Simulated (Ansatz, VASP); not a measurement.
One calculation of Al2O3, two programs

```xyz
10
Lattice="2.4792 1.4314 4.5257 -2.4792 1.4314 4.5257 0.0000 -2.8628 4.5257" Properties=species:S:1:pos:R:3 pbc="T T T"
Al    0.0000    0.0000    4.7832
Al    0.0000    0.0000    2.0054
Al    0.0000    0.0000    8.7940
Al    0.0000    0.0000   11.5717
O    -0.9652    1.4314    7.9200
O    -0.7570   -1.5516    7.9200
O     1.7222    0.1202    7.9200
O     0.9652   -1.4314    5.6571
O     0.7570    1.5516    5.6571
O    -1.7222   -0.1202    5.6571
```

Alike in both runs: functional PBE; k mesh 6 × 6 × 6; occupations gaussian, width 0.02 eV; no spin polarisation.

Ansatz relaxed the structure, and its values are those at the end. VASP's run is a single point on that final structure, the one shown.

|  | VASP | Ansatz |
| --- | --- | --- |
| version | VASP 6.6.1 | Ansatz 0.2.0 |
| potentials or method | VASP PAW PBE potentials, release 64 (Al, O) | scalar-relativistic, plane waves, PAW |
| plane-wave cutoff (eV) | 520 | 420 |
| valence electrons in the cell | 48 | 48 |

|  | VASP | Ansatz | Ansatz less VASP |
| --- | --- | --- | --- |
| gap on the k mesh at the Fermi level (eV) | 4.72 | 4.73 | +0.008 |
| least direct gap on the mesh (eV) | 4.72 | 4.73 | +0.008 |
| pressure (GPa) | -18.2 | -18.1 | +0.16 |

Caveats: so large a pressure means that the cell lies far from this level's equilibrium, or that cutoff or potentials fall short (VASP). PBE gaps usually lie below the measured ones, often by a third to a half.
